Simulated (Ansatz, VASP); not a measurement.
**One calculation of Rb, two programs**

Contents of INCAR:

```
  ALGO = Normal
  EDIFF = 1E-7
  ENCUT = 520
  GGA = PE
  ISIF = 2
  ISMEAR = -1
  LASPH = T
  LCHARG = F
  LREAL = F
  LWAVE = F
  NBANDS = 10
  NELM = 80
  PREC = Accurate
  SIGMA = 0.1
```

Contents of KPOINTS:

```
k-points
0
Gamma
  5 5 5
```

File POSCAR:

```
Rb
1.0
   -2.8359049291      2.8359049291      2.8359049291
    2.8359049291     -2.8359049291      2.8359049291
    2.8359049291      2.8359049291     -2.8359049291
Rb
1
Direct
    0.0000000000      0.0000000000      0.0000000000
```

Input for Ansatz:

```yaml
crystal:
  lattice:
    - [-2.8359049291, 2.8359049291, 2.8359049291]
    - [2.8359049291, -2.8359049291, 2.8359049291]
    - [2.8359049291, 2.8359049291, -2.8359049291]
  atoms:
    - { symbol: Rb, position: [0.0, 0.0, 0.0] }
hamiltonian:
  xc: pbe
  pseudopotentials:
    kind: paw
    azcp:
      Rb: "pseudopotentials/Rb.paw.azcp"
basis:
  ecutwfc: 420
  fft_grid_basis: typed
kpoints:
  mp_grid: { grid: [5, 5, 5], shift: [0, 0, 0] }
magnetization:
  spin_polarized: false
scf:
  occupations: { method: fermi_dirac, width: 0.1 }
  lower_state_search: "off"
output:
  stress: true
```

Alike in both runs: task single point; functional PBE; k mesh 5 × 5 × 5; occupations fermi-dirac, width 0.1 eV; no spin polarisation.

```csv
,VASP,Ansatz
version,VASP 6.6.1,Ansatz 0.2.0
potentials or method,"VASP PAW PBE potentials, release 64 (Rb_sv)","plane waves (420 eV) with PAW, scalar-relativistic"
plane-wave cutoff (eV),520,420
valence electrons in the cell,9,9
```

```tsv
	VASP	Ansatz	Ansatz less VASP
pressure (GPa)	0.0	0.0	0.00
```
